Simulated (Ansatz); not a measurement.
## Equation of state of BeS and its gap

A database entry relaxed whole under r2SCAN (F-43m):

```
Be S
1.0
     0.00000    2.43411    2.43411
     2.43411    0.00000    2.43411
     2.43411    2.43411    0.00000
Be S
1 1
Direct
  0.00000 0.00000 0.00000
  0.25000 0.25000 0.25000
```

The cell was scaled uniformly, its shape held, and the atoms relaxed at each volume with plane-wave PAW DFT (Ansatz 0.2.0; r2SCAN, 500 eV, 10×10×10 Γ-centred mesh, fermi-dirac occupations of width 0.020 eV; no spin, no spin-orbit coupling). One row is withheld.

| volume (Å³/atom) | energy over the lowest (meV/atom) | pressure (GPa) | gap over mesh and path (eV) |
| --- | --- | --- | --- |
| 13.556 | 17.5 | 6.78 | 3.442 |
| 13.845 | ? | ? | ? |
| 14.133 | 1.8 | 2.05 | 3.543 |
| 14.422 | 0.0 | 0.01 | 3.588 |
| 14.710 | 1.7 | -1.85 | 3.631 |
| 14.999 | 6.6 | -3.55 | 3.671 |
| 15.287 | 14.4 | -5.08 | 3.708 |

Problem. Fit the pressures of the other rows to the third-order Birch-Murnaghan form.

Solution. With f = [(V₀/V)^(2/3) − 1]/2 and P = 3B₀f(1 + 2f)^(5/2)[1 + 3(B₀′ − 4)f/2], least squares gives V₀ = 14.42 Å³ an atom, B₀ = 97.5 GPa and B₀′ = 3.7; the rows miss the fit by less than 0.01 GPa. The slope of the energies differs from these pressures by less than 0.05 GPa.

Problem. How does the gap move with volume?

Solution. A parabola in ln(V/V₀) through the other rows has the slope dE_g/d ln V = +2.2 eV at V₀, so by B₀ the gap moves by -23 meV a GPa: it narrows under pressure.

Problem. What does the withheld row hold?

Solution. The fit gives 4.30 GPa at 13.845 Å³; the run gave 4.30 GPa and 7.5 meV an atom. Its gap is 3.494 eV, against 3.494 eV from the parabola.

Caveats: the shape of the cell was held; 0 K, fixed nuclei; the symmetry was kept, and this need not be the phase that is stable at 0 K; one mesh for all volumes; r2SCAN gaps lie as a rule under measured ones; the slope of the gap can be off by tens of per cent, more where shallow d levels or spin-orbit coupling act on the edges; pressure is positive in compression.
